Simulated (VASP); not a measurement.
# Cu (Fm-3m) in VASP: notebook

One crystal, Cu, is run at these levels: PBE; tasks: relaxation of cell and atoms.

Everything below comes from runs of VASP 6.6.1. Logs are shortened: lines on timing, memory, paths and dates and some standing lists are left out, and cuts for length are marked.

### Step 1. Starting point

The structure is cubic, space group Fm-3m (No. 225). The conventional cell has a = 3.615 Å, b = 3.615 Å, c = 3.615 Å, α = 90.00°, β = 90.00°, γ = 90.00°. Cu (site symmetry m-3m) is surrounded by 12 Cu at 2.56 Å.

### Step 2. Relaxation of cell and atoms, PBE, target pressure 7.3 GPa, at which the enthalpy is minimised

Input file INCAR:

```
SYSTEM = Cu
ALGO = Normal ; EDIFF = 1E-7
EDIFFG = -0.002 ; ENCUT = 520
GGA = PE ; IBRION = 2
ISIF = 3 ; ISMEAR = 0
LASPH = .TRUE. ; LCHARG = .FALSE.
LREAL = .FALSE. ; LWAVE = .FALSE.
NELM = 80 ; NSW = 80
PREC = Accurate ; PSTRESS = 73.0
SIGMA = 0.1
```

Input file KPOINTS:

```
k-points
0
G
  4 4 4
  0 0 0
```

Input file POSCAR:

```
Cu
1.0
    0.0000000000      1.8075000000      1.8075000000
    1.8075000000      0.0000000000      1.8075000000
    1.8075000000      1.8075000000      0.0000000000
Cu
1
Direct
    0.0000000000      0.0000000000      0.0000000000
```

Potentials or basis: VASP PAW PBE potentials, release 64 (Cu).

Launch:

```bash
$ cat potpaw_PBE.64/Cu/POTCAR > POTCAR
$ mpirun -np 1 vasp_std > vasp.out
```

OUTCAR:

```text
SYSTEM = Cu
   EDIFF = 1E-7
   EDIFFG = -0.002
   ENCUT = 520
   GGA = PE
   IBRION = 2
   ISIF = 3
   ISMEAR = 0
   LASPH = .TRUE.
   LREAL = .FALSE.
   NELM = 80
   NSW = 80
   PREC = Accurate
   PSTRESS = 73.0

 ion  position               nearest neighbor table
   1  0.000  0.000  0.000-

  LATTYP: Found a face centered cubic cell.
 ALAT       =     3.6150000000

  Lattice vectors:

 A1 = (   0.0000000000,   1.8075000000,   1.8075000000)
 A2 = (   1.8075000000,   0.0000000000,   1.8075000000)
 A3 = (   1.8075000000,   1.8075000000,   0.0000000000)

Analysis of symmetry for initial positions (statically):
=====================================================================
 Subroutine PRICEL returns:
 Original cell was already a primitive cell.

 Routine SETGRP: Setting up the symmetry group for a
 face centered cubic supercell.

 Subroutine GETGRP returns: Found 48 space group operations
 (whereof 48 operations were pure point group operations)
 out of a pool of 48 trial point group operations.

The static configuration has the point symmetry O_h .

Analysis of symmetry for dynamics (positions and initial velocities):
=====================================================================
 Subroutine PRICEL returns:
 Original cell was already a primitive cell.

 Routine SETGRP: Setting up the symmetry group for a
 face centered cubic supercell.

 Subroutine GETGRP returns: Found 48 space group operations
 (whereof 48 operations were pure point group operations)
 out of a pool of 48 trial point group operations.

The dynamic configuration has the point symmetry O_h .

 Subroutine INISYM returns: Found 48 space group operations
 (whereof 48 operations are pure point group operations),
 and found     1 'primitive' translations

----------------------------------------------------------------------------------------

                                     Primitive cell

  volume of cell :      11.8104

  direct lattice vectors                    reciprocal lattice vectors
     0.000000000  1.807500000  1.807500000    -0.276625173  0.276625173  0.276625173
     1.807500000  0.000000000  1.807500000     0.276625173 -0.276625173  0.276625173
     1.807500000  1.807500000  0.000000000     0.276625173  0.276625173 -0.276625173

  length of vectors
     2.556191014  2.556191014  2.556191014     0.479128854  0.479128854  0.479128854

  position of ions in fractional coordinates (direct lattice)
     0.000000000  0.000000000  0.000000000

  ion indices of the primitive-cell ions
   primitive index   ion index
                 1           1

----------------------------------------------------------------------------------------

 KPOINTS: k-points

Automatic generation of k-mesh.
 Grid dimensions read from file:
 generate k-points for:    4    4    4

 Generating k-lattice:

  Cartesian coordinates                     Fractional coordinates (reciprocal lattice)
    -0.069156293  0.069156293  0.069156293     0.250000000  0.000000000  0.000000000
     0.069156293 -0.069156293  0.069156293     0.000000000  0.250000000  0.000000000
     0.069156293  0.069156293 -0.069156293     0.000000000  0.000000000  0.250000000

  Length of vectors
     0.119782214  0.119782214  0.119782214

  Shift w.r.t. Gamma in fractional coordinates (k-lattice)
     0.000000000  0.000000000  0.000000000

 Subroutine IBZKPT returns following result:
 ===========================================

 Found      8 irreducible k-points:

 Following reciprocal coordinates:
            Coordinates               Weight
  0.000000  0.000000  0.000000      1.000000
  0.250000  0.000000  0.000000      8.000000
  0.500000  0.000000  0.000000      4.000000
  0.250000  0.250000  0.000000      6.000000
  0.500000  0.250000  0.000000     24.000000
 -0.250000  0.250000  0.000000     12.000000
  0.500000  0.500000  0.000000      3.000000
 -0.250000  0.500000  0.250000      6.000000
   k-points           NKPTS =      8   k-points in BZ     NKDIM =      8   number of bands    NBANDS=      9
   number of dos      NEDOS =    301   number of ions     NIONS =      1
   total plane-waves  NPLWV =   8000
   dimension x,y,z NGX =    20 NGY =   20 NGZ =   20
   dimension x,y,z NGXF=    40 NGYF=   40 NGZF=   40
   ions per type =               1
   NGX,Y,Z   is equivalent  to a cutoff of  13.01, 13.01, 13.01 a.u.
   NGXF,Y,Z  is equivalent  to a cutoff of  26.01, 26.01, 26.01 a.u.
 SYSTEM =  Cu
   PREC   = accura    normal or accurate (medium, high low for compatibility)
   ISTART =      0    job   : 0-new  1-cont  2-samecut
   ICHARG =      2    charge: 1-file 2-atom 10-const
   ISPIN  =      1    spin polarized calculation?
   LNONCOLLINEAR =      F non collinear calculations
   LSORBIT =      F    spin-orbit coupling
   LASPH  =      T    aspherical Exc in radial PAW
   ENCUT  =  520.0 eV  38.22 Ry    6.18 a.u.   4.75  4.75  4.75*2*pi/ulx,y,z
   NELM   =     80;   NELMIN=  2; NELMDL= -5     # of ELM steps
   EDIFF  = 0.1E-06   stopping-criterion for ELM
   LREAL  =      F    real-space projection
   EDIFFG = -.2E-02   stopping-criterion for IOM
   NSW    =     80    number of steps for IOM
   IBRION =      2    ionic relax: 0-MD 1-quasi-New 2-CG
   NFREE  =      1    steps in history (QN), initial steepest desc. (CG)
   ISIF   =      3    stress and relaxation
   ISYM   =      2    0-nonsym 1-usesym 2-fastsym
   POTIM  = 0.5000    time-step for ionic-motion
   TEBEG  =    0.0;   TEEND  =   0.0 temperature during run
   PSTRESS=   73.0 pullay stress
   NELECT =      11.0000    total number of electrons
   NUPDOWN=      -1.0000    fix difference up-down
   EMIN   =  10.00;   EMAX   =-10.00  energy-range for DOS
   EFERMI =   0.00;   METHOD = LEGACY
   ISMEAR =     0;   SIGMA  =   0.10  broadening in eV -4-tet -1-fermi 0-gaus
   EFERMI_NEDOS =   21; number of points for ismear=-14 and -15
   IALGO  =     38    algorithm
   IMIX   =      4    mixing-type and parameters
     AMIX     =   0.40;   BMIX     =  1.00
     AMIX_MAG =   1.60;   BMIX_MAG =  1.00
  volume/ion in A,a.u.               =      11.81        79.70
  Fermi-wavevector in a.u.,A,eV,Ry     =   1.598763  3.021224 34.777078  2.556043
  Thomas-Fermi vector in A             =   2.696162
   LORBIT       =      0    0 simple, 1 ext, 2 COOP (PROOUT), +10 PAW based schemes
   GGA     = PE    functional components
   LHFCALC =     F    Hartree Fock is set to
   AEXX    =    0.0000 exact exchange contribution
   IVDW    =     0    specifies the selected vdW correction
   LEPSILON=     F    determine dielectric tensor
   LRPA    =     F    only Hartree local field effects (RPA)
 conjugate gradient relaxation of ions
 non-spin polarized calculation
 Gauss-broadening in eV      SIGMA  =   0.10
  energy-cutoff  :      520.00
  volume of cell :       11.81
 maximum number of plane-waves:       332
 NGX is ok and might be reduce to    20
   NGX =  9   NGY =  9   NGZ =  9

--------------------------------------- Ionic step        1  -------------------------------------------

 number of electron      11.0000001 magnetization

 Free energy of the ion-electron system (eV)
  ---------------------------------------------------
  ext. energy  EPLUGINS =         0.00000000
  ---------------------------------------------------
  free energy    TOTEN  =        -3.56318376 eV

  energy without entropy =       -3.55845981  energy(sigma->0) =       -3.56082178

------------------------ aborting loop because EDIFF is reached ----------------------------------------

  FORCE on cell =-STRESS in cart. coord.  units (eV):
  Direction    XX          YY          ZZ          XY          YZ          ZX
  --------------------------------------------------------------------------------------
  -------------------------------------------------------------------------------------
  Total        0.2881023      0.2881023      0.2881023     -0.0000000     -0.0000000      0.0000000
  in kB       39.0834014     39.0834014     39.0834014     -0.0000000     -0.0000000      0.0000000
  external PRESSURE =     -33.9165986 kB  Pullay stress =      73.0000000 kB

 VOLUME and BASIS-vectors are now :
 -----------------------------------------------------------------------------
  energy-cutoff  :      520.00
  volume of cell :       11.81
      direct lattice vectors                 reciprocal lattice vectors
     0.000000000  1.807500000  1.807500000    -0.276625173  0.276625173  0.276625173
     1.807500000  0.000000000  1.807500000     0.276625173 -0.276625173  0.276625173
     1.807500000  1.807500000  0.000000000     0.276625173  0.276625173 -0.276625173

 POSITION                                       TOTAL-FORCE (eV/Angst)
 -----------------------------------------------------------------------------------
      0.00000      0.00000      0.00000         0.000000      0.000000      0.000000
 -----------------------------------------------------------------------------------
    total drift:                               -0.000000     -0.000000     -0.000000

  FREE ENERGIE OF THE ION-ELECTRON SYSTEM (eV)
  ---------------------------------------------------
  free  energy   TOTEN  =        -3.5631837585 eV

  energy  without entropy=       -3.5584598090  energy(sigma->0) =       -3.56082178
[... 17 lines left out ...]
 VOLUME and BASIS-vectors are now :
 -----------------------------------------------------------------------------
  energy-cutoff  :      520.00
  volume of cell :       11.39
      direct lattice vectors                 reciprocal lattice vectors
    -0.000000000  1.785699015  1.785699015    -0.280002395  0.280002395  0.280002395
     1.785699015 -0.000000000  1.785699015     0.280002395 -0.280002395  0.280002395
     1.785699015  1.785699015 -0.000000000     0.280002395  0.280002395 -0.280002395

 POSITION                                       TOTAL-FORCE (eV/Angst)
 -----------------------------------------------------------------------------------
      1.78570      1.78570     -0.00000         0.000000      0.000000      0.000000
 -----------------------------------------------------------------------------------
    total drift:                               -0.000000     -0.000000     -0.000000

  FREE ENERGIE OF THE ION-ELECTRON SYSTEM (eV)
  ---------------------------------------------------
  free  energy   TOTEN  =        -3.5449372896 eV

  energy  without entropy=       -3.5402133401  energy(sigma->0) =       -3.54257531

  enthalpy is  TOTEN    =        -3.0260571474 eV   P V=        0.5188801422

--------------------------------------- Ionic step        3  -------------------------------------------

 number of electron      11.0000009 magnetization

 Free energy of the ion-electron system (eV)
  ---------------------------------------------------
  ext. energy  EPLUGINS =         0.00000000
  ---------------------------------------------------
  free energy    TOTEN  =        -3.55485544 eV

  energy without entropy =       -3.55013149  energy(sigma->0) =       -3.55249347

 E-fermi :   8.6651     XC(G=0): -12.8503

 val. band max:        7.5228078272   @ k =  -0.2500   0.2500   0.0000
 cond. band min:       8.7875169690   @ k =   0.5000   0.2500   0.0000
 fundamental gap:      1.2647091418
 Fermi energy:         8.6650698053

 k-point     1 :       0.0000    0.0000    0.0000
  band No.  band energies     occupation
      1      -1.6681      2.00000
      2       4.7291      2.00000
      3       4.7291      2.00000
      4       4.7291      2.00000
      5       5.5777      2.00000
      6       5.5777      2.00000
      7      30.6011      0.00000
      8      33.4037      0.00000
      9      33.4037      0.00000

 k-point     2 :       0.2500    0.0000    0.0000
  band No.  band energies     occupation
      1       0.4818      2.00000
      2       4.4688      2.00000
      3       4.8897      2.00000
      4       4.8897      2.00000
      5       5.6622      2.00000
      6       5.6622      2.00000
      7      20.4567      0.00000
      8      30.5030      0.00000
      9      30.9749      0.00000

 k-point     3 :       0.5000    0.0000    0.0000
  band No.  band energies     occupation
      1       2.6348      2.00000
      2       4.6951      2.00000
      3       4.6951      2.00000
      4       6.1624      2.00000
      5       6.1624      2.00000
      6       6.7783      2.00000
      7      11.6911      0.00000
      8      29.0836      0.00000
      9      30.2305      0.00000
[... 71 lines left out ...]
 VOLUME and BASIS-vectors are now :
 -----------------------------------------------------------------------------
  energy-cutoff  :      520.00
  volume of cell :       11.57
      direct lattice vectors                 reciprocal lattice vectors
    -0.000000000  1.795172849  1.795172849    -0.278524712  0.278524712  0.278524712
     1.795172849 -0.000000000  1.795172849     0.278524712 -0.278524712  0.278524712
     1.795172849  1.795172849 -0.000000000     0.278524712  0.278524712 -0.278524712

 POSITION                                       TOTAL-FORCE (eV/Angst)
 -----------------------------------------------------------------------------------
      0.00000      0.00000      0.00000        -0.000000      0.000000     -0.000000
 -----------------------------------------------------------------------------------
    total drift:                               -0.000000     -0.000000     -0.000000

  FREE ENERGIE OF THE ION-ELECTRON SYSTEM (eV)
  ---------------------------------------------------
  free  energy   TOTEN  =        -3.5548554402 eV

  energy  without entropy=       -3.5501314908  energy(sigma->0) =       -3.55249347

  enthalpy is  TOTEN    =        -3.0276728167 eV   P V=        0.5271826235

 reached required accuracy - stopping structural energy minimisation
```

It took 3.7 s on 1 thread of AMD EPYC 9R14 (Zen 4), shared host; peak memory 0.09 GiB.

Results:

```
Free energy                                            : -3.5549 eV
Relaxed volume                                         : 11.57 Å³/atom
Relaxed cell                                           : a = 2.539 Å, b = 2.539 Å, c = 2.539 Å, α = 60.00°, β = 60.00°, γ = 60.00°
Space group after relaxing (to 0.05 Å)                 : Fm-3m (No. 225)
Energy change on relaxing (the enthalpy is what falls) : +8.3 meV/atom
Ionic steps                                            : 3
Pressure after relaxing                                : 7.3 GPa
Band gap on the k mesh                                 : none (metal or under the smearing width)
```

The path:
| step | energy change (eV) | largest force (eV/Å) | pressure (GPa) | volume (Å³) |
| --- | --- | --- | --- | --- |
| 1 | 0.0000 | 0.0000 | 3.91 | 11.81 |
| 2 | 0.0182 | 0.0000 | 10.19 | 11.39 |
| 3 | 0.0083 | 0.0000 | 7.30 | 11.57 |

Final structure:
```xyz
1
Lattice="0.0000 1.7952 1.7952 1.7952 0.0000 1.7952 1.7952 1.7952 0.0000" Properties=species:S:1:pos:R:3 pbc="T T T"
Cu    0.0000    0.0000    0.0000
```

Caveat: the k mesh is coarse (spacing up to 0.75 Å⁻¹), so the values aren't converged; the cell is relaxed towards a set pressure, so the enthalpy falls and the energy may rise.

### Step 3. Relaxation of cell and atoms, PBE, target pressure 7.3 GPa, at which the enthalpy is minimised

This run uses another cell than the first one, of 11.57 Å³/atom, 0.980 times its volume.

INCAR is that of step 2.

KPOINTS is that of step 2.

Input file POSCAR:

```
Cu                                      
1.0
   -0.0000000000      1.7951728492      1.7951728492
    1.7951728492     -0.0000000000      1.7951728492
    1.7951728492      1.7951728492     -0.0000000000
  Cu            
     1
Direct
     0.0000000000000000    0.0000000000000000    0.0000000000000000
```

Potentials or basis: VASP PAW PBE potentials, release 64 (Cu).

Launch:

```bash
$ cat potpaw_PBE.64/Cu/POTCAR > POTCAR
$ mpirun -np 1 vasp_std > vasp.out
```

Run time: 1.7 s. Hardware: 1 thread of AMD EPYC 9R14 (Zen 4), shared host; peak memory 0.09 GiB.

Results (log left out):

| Quantity | Value |
| --- | --- |
| Free energy | -3.5548 eV |
| Pressure after relaxing | 7.3 GPa |
| Band gap on the k mesh | none (metal or under the smearing width) |

Final structure:
```xyz
1
Lattice="0.0000 1.7952 1.7952 1.7952 0.0000 1.7952 1.7952 1.7952 0.0000" Properties=species:S:1:pos:R:3 pbc="T T T"
Cu    0.0000    0.0000    0.0000
```

Levels at points of the mesh, in eV from the Fermi level:
```
           k point  band 2  band 3  band 4  band 5  band 6  band 7  band 8  band 9
(0.00, 0.00, 0.00)   -3.94   -3.94   -3.94   -3.09   -3.09   21.94   24.74   24.74
(0.50, 0.00, 0.00)   -3.97   -3.97   -2.50   -2.50   -1.89    3.03   20.42   21.57
(0.50, 0.50, 0.00)   -5.37   -2.52   -2.36   -2.36    0.66    6.43   12.42   12.42
```

Caveat: the k mesh is coarse (spacing up to 0.76 Å⁻¹), so the values aren't converged; the relaxation stopped at its first step, so nothing moved; the cell is relaxed towards a set pressure, so the enthalpy falls and the energy may rise.
